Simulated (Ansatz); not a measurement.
# SnO2: the cost of one run

Method: DFT r2SCAN, scalar-relativistic, plane waves, PAW, in Ansatz 0.2.0.

1 further run of the same task is left out (set aside as unsound or not needed). Runs told in other sessions of the task aren't counted.

### Step 1. The structure to begin with

The structure is tetragonal, space group I4_1/amd (No. 141). The conventional cell has a = 3.999 Å, b = 3.999 Å, c = 10.204 Å, α = 90.00°, β = 90.00°, γ = 90.00°. Sn (site symmetry -4m2) has 6 O at 2.05 to 2.08 Å in its first shell of neighbours. O (site symmetry 2mm) has 3 Sn at 2.05 to 2.08 Å in its first shell of neighbours.

As a file:

```xyz
6
Lattice="-1.9995 1.9995 5.1021 1.9995 -1.9995 5.1021 1.9995 1.9995 -5.1021" Properties=species:S:1:pos:R:3 pbc="T T T"
Sn    0.0000    1.9995    2.5510
Sn    0.0000    0.0000    0.0000
O     0.0000    0.0000    8.1263
O     0.0000    1.9995    4.6290
O     0.0000    0.0000    2.0779
O     0.0000    1.9995    0.4731
```

It goes back to an entry of the Materials Project, which need not be the stable form.

It is the result of an earlier relaxation at this level (volume 13.60 Å³/atom; gap on the mesh: 2.33 eV).

### Step 2. Zero of energy

The reference gives a free energy of -14351.9134 eV, pressure 0.01 GPa, largest force 0.000 eV/Å and gap on the mesh 2.33 eV. It was computed beforehand with the settings of the runs below.

### Step 3. Next: a one-atom displacement scan

Atom 3 (O) is moved by x along the Cartesian unit vector (-0.780, 0.000, 0.626); the cell and all other atoms stay fixed. Forces below are components along that vector, summed over the moved atoms. In a periodic cell its images move with it.

### Step 4. Point x = -0.200 Å

input.yaml

```yaml
crystal:
  lattice:
    - [-1.9995434671, 1.9995434671, 5.1020851544]
    - [1.9995434671, -1.9995434671, 5.1020851544]
    - [1.9995434671, 1.9995434671, -5.1020851544]
  atoms:
    - { symbol: Sn, position: [0.75, 0.25, 0.5] }
    - { symbol: Sn, position: [0.0, 0.0, 0.0] }
    - { symbol: O, position: [0.78409843, 0.8231017528, 0.0390033228] }
    - { symbol: O, position: [0.953633672, 0.453633672, 0.5] }
    - { symbol: O, position: [0.203633672, 0.203633672, 0.0] }
    - { symbol: O, position: [0.546366328, 0.046366328, 0.5] }
basis:
  ecutwfc: 500
kpoints:
  mp_grid: { grid: [10, 10, 10] }
hamiltonian:
  xc: r2scan
scf:
  occupations: { method: gaussian, width: 0.05 }
output:
  forces: true
  stress: true
  eigenvalues: true
```

The run is started by

```sh
$ ansatz run input.yaml --threads 1 --pin off --max-ram 2560MiB --backend cpu --events-out ev --progress --plain --runs-dir out
```

Q: Estimate wall time and peak memory on 1 thread of Intel Xeon at 2.70GHz, shared host.

About 99 s, with a peak of 0.99 GiB.
